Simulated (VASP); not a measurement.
# Se (R-3m) in VASP: a series of runs

One crystal, Se, is run at these levels: PBEsol; tasks: relaxation of cell and atoms.

All numbers are computed with VASP 6.6.1; they aren't measurements. Logs are shortened: lines on timing, memory, paths and dates and some standing lists are left out, and cuts for length are marked.

## 1. The crystal as given

Symmetry: R-3m, No. 166, trigonal system. Conventional cell: a = 4.237 Å, b = 4.237 Å, c = 3.987 Å, α = 90.00°, β = 90.00°, γ = 120.00°. Se (site symmetry -3m) is surrounded by 6 Se at 2.78 Å.

This isn't the form of Se at room conditions, which is trigonal, of chains.

## 2. Relaxation of cell and atoms, PBEsol, target pressure 0.0001 GPa, at which the enthalpy is minimised

The input, INCAR:

```
SYSTEM = Se
  PREC = Accurate
  ENCUT = 520
  EDIFF = 1E-7
  ISMEAR = 0
  SIGMA = 0.1
  LREAL = .FALSE.
  LASPH = .TRUE.
  NELM = 60
  ALGO = Normal
  ISIF = 3
  LWAVE = .FALSE.
  LCHARG = .FALSE.
  GGA = PS
  IBRION = 2
  NSW = 80
  EDIFFG = -0.002
  PSTRESS = 0.001
```

The input, KPOINTS:

```
regular mesh
0
G
  6 6 6
  0 0 0
```

The input, POSCAR:

```
Se                                      
1.0
    2.1184768897      1.2231032703      1.3288435654
   -2.1184768897      1.2231032703      1.3288435654
   -0.0000000000     -2.4462065421      1.3288435671
  Se            
     1
Direct
     0.0000000000000000    0.0000000000000000    0.0000000000000000
```

Potentials or basis: VASP PAW PBE potentials, release 64 (Se).

Launch:

```console
$ cat potpaw_PBE.64/Se/POTCAR > POTCAR
$ mpirun -np 1 vasp_std > vasp.out
```

OUTCAR:

```text
SYSTEM = Se
   PREC = Accurate
   ENCUT = 520
   EDIFF = 1E-7
   ISMEAR = 0
   LREAL = .FALSE.
   LASPH = .TRUE.
   NELM = 60
   ISIF = 3
   GGA = PS
   IBRION = 2
   NSW = 80
   EDIFFG = -0.002
   PSTRESS = 0.001

 ion  position               nearest neighbor table
   1  0.000  0.000  0.000-

  LATTYP: Found a trigonal (rhomboedric) cell.
 ALAT       =     2.7838374887
 COS(alpha) =    -0.1582163705

  Lattice vectors:

 A1 = (   2.1184768897,   1.2231032703,   1.3288435654)
 A2 = (  -2.1184768897,   1.2231032703,   1.3288435654)
 A3 = (   0.0000000000,  -2.4462065421,   1.3288435671)

Analysis of symmetry for initial positions (statically):
=====================================================================
 Subroutine PRICEL returns:
 Original cell was already a primitive cell.

 Routine SETGRP: Setting up the symmetry group for a
 trigonal (rhombohedral) supercell.

 Subroutine GETGRP returns: Found 12 space group operations
 (whereof 12 operations were pure point group operations)
 out of a pool of 12 trial point group operations.

The static configuration has the point symmetry D_3d.

Analysis of symmetry for dynamics (positions and initial velocities):
=====================================================================
 Subroutine PRICEL returns:
 Original cell was already a primitive cell.

 Routine SETGRP: Setting up the symmetry group for a
 trigonal (rhombohedral) supercell.

 Subroutine GETGRP returns: Found 12 space group operations
 (whereof 12 operations were pure point group operations)
 out of a pool of 12 trial point group operations.

The dynamic configuration has the point symmetry D_3d.

 Subroutine INISYM returns: Found 12 space group operations
 (whereof 12 operations are pure point group operations),
 and found     1 'primitive' translations

----------------------------------------------------------------------------------------

                                     Primitive cell

  volume of cell :      20.6591

  direct lattice vectors                    reciprocal lattice vectors
     2.118476890  1.223103270  1.328843565     0.236018624  0.136265408  0.250844676
    -2.118476890  1.223103270  1.328843565    -0.236018624  0.136265408  0.250844676
     0.000000000 -2.446206542  1.328843567     0.000000000 -0.272530817  0.250844676

  length of vectors
     2.783837489  2.783837489  2.783837580     0.370399924  0.370399924  0.370399915

  position of ions in fractional coordinates (direct lattice)
     0.000000000  0.000000000  0.000000000

  ion indices of the primitive-cell ions
   primitive index   ion index
                 1           1

----------------------------------------------------------------------------------------

 KPOINTS: regular mesh

Automatic generation of k-mesh.
 Grid dimensions read from file:
 generate k-points for:    6    6    6

 Generating k-lattice:

  Cartesian coordinates                     Fractional coordinates (reciprocal lattice)
     0.039336437  0.022710901  0.041807446     0.166666667  0.000000000  0.000000000
    -0.039336437  0.022710901  0.041807446     0.000000000  0.166666667  0.000000000
     0.000000000 -0.045421803  0.041807446     0.000000000  0.000000000  0.166666667

  Length of vectors
     0.061733321  0.061733321  0.061733319

  Shift w.r.t. Gamma in fractional coordinates (k-lattice)
     0.000000000  0.000000000  0.000000000

 Subroutine IBZKPT returns following result:
 ===========================================

 Found     32 irreducible k-points:

 Following reciprocal coordinates:
            Coordinates               Weight
  0.000000  0.000000  0.000000      1.000000
  0.166667  0.000000 -0.000000      6.000000
  0.333333  0.000000 -0.000000      6.000000
  0.500000  0.000000  0.000000      3.000000
  0.166667  0.166667 -0.000000      6.000000
  0.333333  0.166667  0.000000     12.000000
[... 16 lines left out ...]
  0.500000  0.500000  0.166667      6.000000
 -0.333333  0.500000  0.166667     12.000000
 [... further k-points ...]
   k-points           NKPTS =     32   k-points in BZ     NKDIM =     32   number of bands    NBANDS=      7
   number of dos      NEDOS =    301   number of ions     NIONS =      1
   total plane-waves  NPLWV =  13824
   dimension x,y,z NGX =    24 NGY =   24 NGZ =   24
   dimension x,y,z NGXF=    48 NGYF=   48 NGZF=   48
   ions per type =               1
   NGX,Y,Z   is equivalent  to a cutoff of  14.33, 14.33, 14.33 a.u.
   NGXF,Y,Z  is equivalent  to a cutoff of  28.66, 28.66, 28.66 a.u.
 SYSTEM =  Se
   PREC   = accura    normal or accurate (medium, high low for compatibility)
   ISTART =      0    job   : 0-new  1-cont  2-samecut
   ICHARG =      2    charge: 1-file 2-atom 10-const
   ISPIN  =      1    spin polarized calculation?
   LNONCOLLINEAR =      F non collinear calculations
   LSORBIT =      F    spin-orbit coupling
   LASPH  =      T    aspherical Exc in radial PAW
   ENCUT  =  520.0 eV  38.22 Ry    6.18 a.u.   5.18  5.18  5.18*2*pi/ulx,y,z
   NELM   =     60;   NELMIN=  2; NELMDL= -5     # of ELM steps
   EDIFF  = 0.1E-06   stopping-criterion for ELM
   LREAL  =      F    real-space projection
   EDIFFG = -.2E-02   stopping-criterion for IOM
   NSW    =     80    number of steps for IOM
   IBRION =      2    ionic relax: 0-MD 1-quasi-New 2-CG
   NFREE  =      1    steps in history (QN), initial steepest desc. (CG)
   ISIF   =      3    stress and relaxation
   ISYM   =      2    0-nonsym 1-usesym 2-fastsym
   POTIM  = 0.5000    time-step for ionic-motion
   TEBEG  =    0.0;   TEEND  =   0.0 temperature during run
   PSTRESS=    0.0 pullay stress
   NELECT =       6.0000    total number of electrons
   NUPDOWN=      -1.0000    fix difference up-down
   EMIN   =  10.00;   EMAX   =-10.00  energy-range for DOS
   EFERMI =   0.00;   METHOD = LEGACY
   ISMEAR =     0;   SIGMA  =   0.10  broadening in eV -4-tet -1-fermi 0-gaus
   EFERMI_NEDOS =   21; number of points for ismear=-14 and -15
   IALGO  =     38    algorithm
   IMIX   =      4    mixing-type and parameters
     AMIX     =   0.40;   BMIX     =  1.00
     AMIX_MAG =   1.60;   BMIX_MAG =  1.00
  volume/ion in A,a.u.               =      20.66       139.41
  Fermi-wavevector in a.u.,A,eV,Ry     =   1.084146  2.048740 15.991926  1.175373
  Thomas-Fermi vector in A             =   2.220229
   LORBIT       =      0    0 simple, 1 ext, 2 COOP (PROOUT), +10 PAW based schemes
   GGA     = PS    functional components
   LHFCALC =     F    Hartree Fock is set to
   AEXX    =    0.0000 exact exchange contribution
   IVDW    =     0    specifies the selected vdW correction
   LEPSILON=     F    determine dielectric tensor
   LRPA    =     F    only Hartree local field effects (RPA)
 conjugate gradient relaxation of ions
 non-spin polarized calculation
 Gauss-broadening in eV      SIGMA  =   0.10
  energy-cutoff  :      520.00
  volume of cell :       20.66
 maximum number of plane-waves:       568
 NGX is ok and might be reduce to    24
   NGX = 11   NGY = 11   NGZ = 11

--------------------------------------- Ionic step        1  -------------------------------------------

 number of electron       5.9999999 magnetization

 Free energy of the ion-electron system (eV)
  ---------------------------------------------------
  ext. energy  EPLUGINS =         0.00000000
  ---------------------------------------------------
  free energy    TOTEN  =        -3.60032648 eV

  energy without entropy =       -3.59720852  energy(sigma->0) =       -3.59876750

------------------------ aborting loop because EDIFF is reached ----------------------------------------

  FORCE on cell =-STRESS in cart. coord.  units (eV):
  Direction    XX          YY          ZZ          XY          YZ          ZX
  --------------------------------------------------------------------------------------
  -------------------------------------------------------------------------------------
  Total        0.0031928      0.0031928      0.0065758      0.0000000     -0.0000000      0.0000000
  in kB        0.2476146      0.2476146      0.5099693      0.0000000     -0.0000000      0.0000000
  external PRESSURE =       0.3340662 kB  Pullay stress =       0.0010000 kB
[... 90 lines left out ...]
  FREE ENERGIE OF THE ION-ELECTRON SYSTEM (eV)
  ---------------------------------------------------
  free  energy   TOTEN  =        -3.6003273251 eV

  energy  without entropy=       -3.5972016090  energy(sigma->0) =       -3.59876447

  enthalpy is  TOTEN    =        -3.6003144256 eV   P V=        0.0000128995

[... ionic steps 4 to 8 ...]

--------------------------------------- Ionic step        9  -------------------------------------------

 number of electron       5.9999999 magnetization

------------------------ aborting loop because EDIFF is reached ----------------------------------------

  FORCE on cell =-STRESS in cart. coord.  units (eV):
  Direction    XX          YY          ZZ          XY          YZ          ZX
  --------------------------------------------------------------------------------------
  -------------------------------------------------------------------------------------
  Total        0.0016082      0.0016082      0.0030864      0.0000000     -0.0000000      0.0000000
  in kB        0.1246741      0.1246741      0.2392692      0.0000000     -0.0000000      0.0000000
  external PRESSURE =       0.1618725 kB  Pullay stress =       0.0010000 kB
[... 59 lines left out ...]
  enthalpy is  TOTEN    =        -3.6003147531 eV   P V=        0.0000128999

--------------------------------------- Ionic step       11  -------------------------------------------

 number of electron       5.9999999 magnetization

 Free energy of the ion-electron system (eV)
  ---------------------------------------------------
  ext. energy  EPLUGINS =         0.00000000
  ---------------------------------------------------
  free energy    TOTEN  =        -3.60032779 eV

  energy without entropy =       -3.59718623  energy(sigma->0) =       -3.59875701

 E-fermi :   5.4313     XC(G=0): -10.5414

 val. band max:        5.3404773396   @ k =   0.5000   0.1667  -0.0000
 cond. band min:       5.5049987928   @ k =   0.5000   0.1667   0.1667
 fundamental gap:      0.1645214532
 Fermi energy:         5.4313445059

 k-point     1 :       0.0000    0.0000    0.0000
  band No.  band energies     occupation
      1     -11.1226      2.00000
      2       6.5912      0.00000
      3       7.8660      0.00000
      4       7.8660      0.00000
      5      13.9109      0.00000
      6      13.9109      0.00000
      7      14.1192      0.00000
[... 221 lines left out ...]
 k-point    24 :      -0.3333    0.5000    0.1667
  band No.  band energies     occupation
      1      -6.9270      2.00000
      2      -0.3199      2.00000
      3       2.4787      2.00000
      4       6.8867      0.00000
      5      11.7137      0.00000
      6      15.6945      0.00000
      7      18.4331      0.00000

 [... further k-points ...]
[... 5 lines left out ...]
  --------------------------------------------------------------------------------------
  -------------------------------------------------------------------------------------
  Total       -0.0004330     -0.0004330      0.0005892      0.0000000     -0.0000000      0.0000000
  in kB       -0.0335669     -0.0335669      0.0456709      0.0000000     -0.0000000      0.0000000
  external PRESSURE =      -0.0081543 kB  Pullay stress =       0.0010000 kB
[... 16 lines left out ...]
  FREE ENERGIE OF THE ION-ELECTRON SYSTEM (eV)
  ---------------------------------------------------
  free  energy   TOTEN  =        -3.6003277875 eV

  energy  without entropy=       -3.5971862283  energy(sigma->0) =       -3.59875701

  enthalpy is  TOTEN    =        -3.6003148868 eV   P V=        0.0000129007

 reached required accuracy - stopping structural energy minimisation
```

Run time: 8.1 s. Hardware: 1 thread of Intel Xeon 6975P-C (Granite Rapids), shared host; peak memory 0.13 GiB.

What came out:

* Free energy: -3.6003 eV
* Relaxed volume: 20.67 Å³/atom
* Relaxed cell: a = 2.784 Å, b = 2.784 Å, c = 2.784 Å, α = 99.09°, β = 99.09°, γ = 99.09°
* Space group after relaxing (to 0.05 Å): R-3m (No. 166)
* Energy change on relaxing (the enthalpy is what falls): -0.0 meV/atom
* Ionic steps: 11
* Pressure after relaxing: 0.0 GPa
* Band gap on the k mesh: none (metal or under the smearing width)

Final structure:
```
Se
1.0
     2.11855    1.22314    1.32941
    -2.11855    1.22314    1.32941
     0.00000   -2.44629    1.32941
Se
1
Direct
  0.00000 0.00000 0.00000
```

Caveat: the k mesh is coarse (spacing up to 0.39 Å⁻¹), so the values aren't converged; the cell is relaxed towards a set pressure, so the enthalpy falls and the energy may rise; the PAW data sets were made with another functional, which shifts forces and pressure a little.

## 3. Relaxation of cell and atoms, PBEsol, target pressure 250 GPa, at which the enthalpy is minimised

This run uses another cell than the first one, of 10.67 Å³/atom, 0.517 times its volume.

Changes to INCAR since step 2:

```diff
@@ -17,2 +17,2 @@
   EDIFFG = -0.002
-  PSTRESS = 0.001
+  PSTRESS = 2500
```

KPOINTS is that of step 2.

The input, POSCAR:

```
Se                                      
1.0
    1.8712449395      1.0803637958      0.8797785639
   -1.8712449395      1.0803637958      0.8797785639
    0.0000000000     -2.1607275921      0.8797785642
  Se            
     1
Direct
     0.0000000000000000    0.0000000000000000    0.0000000000000000
```

Potentials or basis: VASP PAW PBE potentials, release 64 (Se).

Launch:

```console
$ cat potpaw_PBE.64/Se/POTCAR > POTCAR
$ mpirun -np 1 vasp_std > vasp.out
```

It took 14 s on 1 thread of Intel Xeon 6975P-C (Granite Rapids), shared host; peak memory 0.13 GiB.

The run converged. Its results:

```
Free energy                                            : 0.6291 eV
Relaxed volume                                         : 9.82 Å³/atom
Relaxed cell                                           : a = 2.303 Å, b = 2.303 Å, c = 2.303 Å, α = 108.22°, β = 108.22°, γ = 108.22°
Space group after relaxing (to 0.05 Å)                 : R-3m (No. 166)
Energy change on relaxing (the enthalpy is what falls) : +1112.1 meV/atom
Ionic steps                                            : 15
Pressure after relaxing                                : 250.0 GPa
Band gap on the k mesh                                 : none (metal or under the smearing width)
```

The path:
| step | energy change (eV) | largest force (eV/Å) | pressure (GPa) | volume (Å³) |
| --- | --- | --- | --- | --- |
| 1 | 0.0000 | 0.0000 | 187.50 | 10.67 |
| 2 | 21.1971 | 0.0000 | 1759.85 | 5.45 |
| 3 | 0.7621 | 0.0000 | 232.67 | 10.09 |
| 4 | 0.9350 | 0.0000 | 243.14 | 9.97 |
| 5 | 1.0487 | 0.0000 | 250.03 | 9.90 |
| 6 | 1.0252 | 0.0000 | 248.61 | 9.91 |
| 7 | 1.0328 | 0.0000 | 248.33 | 9.91 |
| 8 | 1.0461 | 0.0000 | 246.12 | 9.89 |
| 9 | 1.0842 | 0.0000 | 247.74 | 9.84 |
| 10 | 1.0570 | 0.0000 | 246.74 | 9.86 |
| 11 | 1.0635 | 0.0000 | 246.98 | 9.85 |
| 12 | 1.2543 | 0.0000 | 258.56 | 9.73 |
| 13 | 1.1065 | 0.0000 | 249.59 | 9.82 |
| 14 | 1.1171 | 0.0000 | 250.32 | 9.82 |
| 15 | 1.1121 | 0.0000 | 249.99 | 9.82 |

Final structure:
```
Se
1.0
     1.86608    1.07738    0.81400
    -1.86608    1.07738    0.81400
     0.00000   -2.15477    0.81400
Se
1
Direct
  0.00000 0.00000 0.00000
```

Levels at points of the mesh, in eV from the Fermi level:
```tsv
k point	band 1	band 2	band 3	band 4	band 5	band 6	band 7
(0.00, 0.00, 0.00)	-26.55	7.34	9.11	9.11	13.33	13.33	14.94
(0.50, 0.00, 0.00)	-17.49	-15.54	1.12	4.34	6.95	8.98	24.44
(0.50, 0.50, 0.00)	-16.13	-15.18	-0.79	4.40	5.45	8.83	22.32
(0.50, 0.50, 0.50)	-7.97	-7.97	-7.19	-6.71	-1.04	-1.04	28.76
```

Caveat: the k mesh is coarse (spacing up to 0.51 Å⁻¹), so the values aren't converged; the cell is relaxed towards a set pressure, so the enthalpy falls and the energy may rise; the PAW data sets were made with another functional, which shifts forces and pressure a little.

## 4. Relaxation of cell and atoms, PBEsol, target pressure 250 GPa, at which the enthalpy is minimised

This run uses another cell than the first one, of 9.82 Å³/atom, 0.475 times its volume.

INCAR is that of step 3.

KPOINTS is that of step 3.

The input, POSCAR:

```
Se                                      
1.0
    1.8660829824      1.0773840250      0.8140028707
   -1.8660829824      1.0773840250      0.8140028707
    0.0000000000     -2.1547680573      0.8140028795
  Se            
     1
Direct
     0.0000000000000000    0.0000000000000000    0.0000000000000000
```

Launch:

```console
$ cat potpaw_PBE.64/Se/POTCAR > POTCAR
$ mpirun -np 1 vasp_std > vasp.out
```

Run time: 1.8 s. Hardware: 1 thread of Intel Xeon 6975P-C (Granite Rapids), shared host; peak memory 0.12 GiB.

It converged, with:

| Property | Result |
| --- | --- |
| Free energy | 0.6293 eV |
| Pressure after relaxing | 250.0 GPa |
| Band gap on the k mesh | none (metal or under the smearing width) |

Final structure:
```
CELL_PARAMETERS angstrom
1.86608 1.07738 0.81400
-1.86608 1.07738 0.81400
0.00000 -2.15477 0.81400
ATOMIC_POSITIONS crystal
Se 0.00000 0.00000 0.00000
```

Levels at points of the mesh, in eV from the Fermi level:
| k point | band 1 | band 2 | band 3 | band 4 | band 5 | band 6 | band 7 |
| --- | --- | --- | --- | --- | --- | --- | --- |
| (0.00, 0.00, 0.00) | -26.55 | 7.34 | 9.11 | 9.11 | 13.33 | 13.33 | 14.94 |
| (0.50, 0.00, 0.00) | -17.49 | -15.54 | 1.12 | 4.34 | 6.95 | 8.98 | 24.44 |
| (0.50, 0.50, 0.00) | -16.13 | -15.18 | -0.79 | 4.40 | 5.45 | 8.83 | 22.32 |
| (0.50, 0.50, 0.50) | -7.97 | -7.97 | -7.19 | -6.71 | -1.04 | -1.04 | 28.76 |

Caveat: the k mesh is coarse (spacing up to 0.54 Å⁻¹), so the values aren't converged; the relaxation stopped at its first step, so nothing moved; the cell is relaxed towards a set pressure, so the enthalpy falls and the energy may rise; the PAW data sets were made with another functional, which shifts forces and pressure a little.
